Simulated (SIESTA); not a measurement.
Ti3Se4:

```
Se Ti
1.0
     6.81384   -1.80230    0.00000
     6.81384    1.80230    0.00000
    -3.00587    0.00000    5.73755
Se Ti
4 3
Direct
  0.11235 0.11235 0.45201
  0.88765 0.88765 0.54799
  0.36495 0.36495 0.02906
  0.63505 0.63505 0.97094
  0.25249 0.25249 0.29648
  0.74751 0.74751 0.70352
  0.00000 0.00000 0.00000
```

The cell comes from a database or a generator and needn't be the stable form of this composition.

- Program: SIESTA 5.4.2
- Task: single point
- Functional: PBEsol
- Potentials or basis: PseudoDojo 0.4 standard (PBEsol files)
- Basis: DZP (energy shift 0.003 Ry; two zetas on semicore shells)
- Grid cutoff: 800 Ry
- Energy shift: 0.003 Ry
- k mesh: 8 × 8 × 5
- Occupations: fermi-dirac, width 0.05 eV
- Spin: no spin polarisation

On this cell: pressure -3.4 GPa; largest force 0.293 eV/Å; band gap on the k mesh none (metal or under the smearing width).

The same run follows on a disturbed copy (atoms moved at random, drawn with an rms of 0.05 Å):

```xyz
7
Lattice="6.8138 -1.8023 0.0000 6.8138 1.8023 0.0000 -3.0059 0.0000 5.7375" Properties=species:S:1:pos:R:3 pbc="T T T"
Se    0.1969   -0.0182    2.5798
Se   10.4418   -0.0446    3.1301
Se    4.8852    0.0166    0.1412
Se    5.7498   -0.0398    5.6276
Ti    2.5585    0.0168    1.7210
Ti    8.1173    0.0195    4.0450
Ti    0.0198    0.0304    0.0217
```

What does the disturbed cell give?

The energy (extrapolated to zero smearing) moves by +11.8 meV/atom; pressure -2.4 GPa; largest force 0.963 eV/Å; band gap on the k mesh none (metal or under the smearing width).

Forces on the atoms (eV/Å):
```
Se  -0.326  0.147  0.123
Se   0.714  0.355  0.540
Se   0.187 -0.059  0.340
Se  -0.047  0.415 -0.533
Ti  -0.036 -0.461 -0.260
Ti  -0.409 -0.154  0.008
Ti  -0.083 -0.243 -0.219
```

Stress tensor (GPa, compression positive):
```
-1.14  0.43  0.01
 0.43 -3.73 -0.16
 0.01 -0.16 -2.21
```

Caveats: the basis of atomic orbitals isn't converged, which shifts pressures, moduli and gaps.
